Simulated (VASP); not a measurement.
**SnO2: single point with PBE+D3(BJ)**

Crystal: SnO2.

```
CELL_PARAMETERS angstrom
3.29931 0.00000 0.00000
-1.64966 2.85729 0.00000
0.00000 0.00000 9.78840
ATOMIC_POSITIONS crystal
Sn 0.00000 0.00000 0.50000
Sn 0.00000 0.00000 0.00000
O 0.66667 0.33333 0.41631
O 0.66667 0.33333 0.08369
O 0.33333 0.66667 0.58369
O 0.33333 0.66667 0.91631
```

Measurements of this composition are mostly on another form, of space group No. 136.

The cell isn't the ideal one: shift of O3 along [0 0 1], its symmetry partners moved alike: +0.150 Å in the relaxed cell; c/a of the conventional cell at fixed volume 2.9668.

```
Program             : VASP 6.6.1
Task                : single point
Functional          : PBE
Dispersion          : D3(BJ)
Potentials or basis : VASP PAW PBE potentials, release 64 (Sn_d, O)
Cutoff              : 520 eV
k mesh              : 12 × 12 × 4
Occupations         : gaussian, width 0.05 eV
Spin                : no spin polarisation
```

* Pressure: 7.4 GPa
* Largest force: 2.091 eV/Å
* Band gap on the k mesh: 1.60 eV, indirect (least direct gap 2.51 eV)
* Dispersion energy per atom: -0.165 eV

Forces on the atoms (eV/Å):
```
Sn   0.000  0.000  0.000
Sn   0.000  0.000  0.000
O    0.000  0.000 -2.091
O    0.000  0.000  2.091
O    0.000  0.000  2.091
O    0.000  0.000 -2.091
```

Stress tensor (GPa, compression positive):
```
 5.22  0.00  0.00
 0.00  5.22  0.00
 0.00  0.00 11.72
```

Levels at points of the mesh, in eV from the valence-band top:
```csv
k point,band 23,band 24,band 25,band 26,band 27,band 28,band 29,band 30
"(0.00, 0.00, 0.00)",-1.55,-1.51,-1.51,-0.91,1.60,2.60,5.34,6.12
"(0.50, 0.00, 0.00)",-0.77,-0.60,-0.54,-0.27,5.41,5.58,6.42,7.63
"(0.00, 0.00, 0.50)",-1.53,-1.53,-1.31,-1.31,2.10,2.10,5.74,5.74
"(0.50, 0.00, 0.50)",-0.57,-0.57,-0.46,-0.46,5.48,5.48,6.93,6.93
```

Run time: 2.4 min on 1 thread of AMD EPYC 9R45 96-Core Processor (Zen 5), with other jobs on the host, peak memory 0.3 GiB.

Caveat: spin-orbit coupling is left out, which moves the levels of the heavy elements; forces of over 1 eV/Å show positions far from the minimum, so gaps and moduli don't describe the material at rest. A k mesh can miss the band edges.
